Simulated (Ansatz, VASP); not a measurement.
Two plane-wave programs on Pt

File INCAR:

```
SYSTEM = Pt
ALGO = Normal
EDIFF = 1E-7
ENCUT = 520
GGA = PE
ISIF = 2
ISMEAR = -1
LASPH = .True.
LCHARG = .False.
LREAL = .False.
LWAVE = .False.
NBANDS = 11
NELM = 100
PREC = Accurate
SIGMA = 0.05
```

The input KPOINTS:

```
k-points
0
Gamma
  12 12 12
  0 0 0
```

POSCAR

```
Pt
1.0
   -1.5947118289      1.5947118289      1.5947118289
    1.5947118289     -1.5947118289      1.5947118289
    1.5947118289      1.5947118289     -1.5947118289
Pt
1
Direct
    0.0000000000      0.0000000000      0.0000000000
```

The input input.yaml:

```yaml
crystal:
  lattice:
    - [-1.5947118289, 1.5947118289, 1.5947118289]
    - [1.5947118289, -1.5947118289, 1.5947118289]
    - [1.5947118289, 1.5947118289, -1.5947118289]
  atoms:
    - { symbol: Pt, position: [0.0, 0.0, 0.0] }
hamiltonian:
  xc: pbe
  pseudopotentials: { kind: paw }
kpoints:
  mp_grid: { grid: [12, 12, 12] }
scf:
  occupations: { method: fermi_dirac, width: 0.05 }
output:
  forces: true
  stress: true
  eigenvalues: true
```

Change from the starting cell: volume scaled by 1.02.

Alike in both runs: task single point; functional PBE; k mesh 12 × 12 × 12; occupations fermi-dirac, width 0.05 eV; no spin polarisation.

|  | VASP | Ansatz |
| --- | --- | --- |
| version | VASP 6.6.1 | Ansatz 0.2.0 |
| potentials or method | VASP PAW PBE potentials, release 64 (Pt) | Ansatz PAW |
| plane-wave cutoff (eV) | 520 | 420 |
| valence electrons in the cell | 10 | 18 |

```csv
,VASP,Ansatz,Ansatz less VASP
gap on the k mesh at the Fermi level (eV),none,none,-
pressure (GPa),-6.1,-5.7,+0.42
```

A gap of «none» marks a metal or a gap that the smearing closes. The two sets of potentials don't hold the same shells in valence.

The runs have no spin-orbit coupling, so splittings on Pt are missing.
